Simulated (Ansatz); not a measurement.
Wanted: the native input for an Ansatz 0.2.0 run.

* Task: projected density of states
* Functional: r2SCAN
* Potentials or basis: Ansatz PAW
* Cutoff: 500 eV (not typed: the program's choice for these potentials)
* k mesh: 7 × 7 × 7
* Occupations: fermi-dirac, width 0.05 eV
* Spin: no spin polarisation
* Hubbard terms: Ti d U = 2 eV
* Hubbard projectors: ortho-atomic (the default)
* Double counting: fll (the default)

The system is BaTiO3.

```xyz
5
Lattice="4.0073 0.0000 0.0000 0.0000 4.0073 0.0000 0.0000 0.0000 4.0073" Properties=species:S:1:pos:R:3 pbc="T T T"
Ba    2.0398    1.8245    2.0304
Ti    3.7818    0.2804    3.8242
O     2.0859    0.0274    0.2221
O     0.0507    1.9715    0.2113
O     0.0563    3.9108    1.7266
```

The cell isn't the ideal one: all atoms moved at random, sigma 0.15 Å a component.

One way to write it, as run:

input.yaml

```yaml
crystal:
  lattice:
    - [4.0073, 0.0, 0.0]
    - [0.0, 4.0073, 0.0]
    - [0.0, 0.0, 4.0073]
  atoms:
    - { symbol: Ba, position: [0.50902945, 0.45529112, 0.50667874] }
    - { symbol: Ti, position: [0.9437351, 0.06997977, 0.9543125] }
    - { symbol: O, position: [0.52053492, 0.00683198, 0.05543194] }
    - { symbol: O, position: [0.01264702, 0.49196782, 0.05272359] }
    - { symbol: O, position: [0.01405351, 0.97592931, 0.43085324] }
hamiltonian:
  xc: r2scan
  pseudopotentials: { kind: paw }
  hubbard: { sites: [{ species: Ti, l: d, u_eff: 2.0 }] }
kpoints:
  mp_grid: { grid: [7, 7, 7] }
scf:
  occupations: { method: fermi_dirac, width: 0.05 }
  n_extra_bands: 12
output:
  forces: true
  stress: true
  eigenvalues: true
  dos: { projected: true, de: 0.05, nscf_kmesh: { grid: [11, 11, 11] } }
```

Potentials or basis: Ansatz PAW.

Launch:

```bash
$ ansatz run input.yaml --threads 2 --pin off --max-ram 5632MiB --backend cpu --events-out ev --progress --plain --runs-dir out
```

It gave:

* Pressure: 9.8 GPa
* Largest force: 4.733 eV/Å
* Band gap on the k mesh: 3.31 eV, indirect (least direct gap 3.48 eV)

Caveat: odd divisions of the mesh miss points on the zone boundary, where band edges often lie, so the gap on the mesh can be too wide; spin-orbit coupling is left out, which moves the levels of the heavy elements; the PAW data sets come from PBE, with cores solved anew for the run's functional, which leaves a small shift of forces and pressure; forces of over 1 eV/Å show positions far from the minimum, so gaps and moduli don't describe the material at rest; the density of states is complete only up to the lowest level of the last band computed.

Wall time 120 s on 2 threads of Intel(R) Xeon(R) Platinum 8259CL CPU @ 2.50GHz (Skylake/Cascade Lake), on a shared host, peak memory 1.7 GiB.
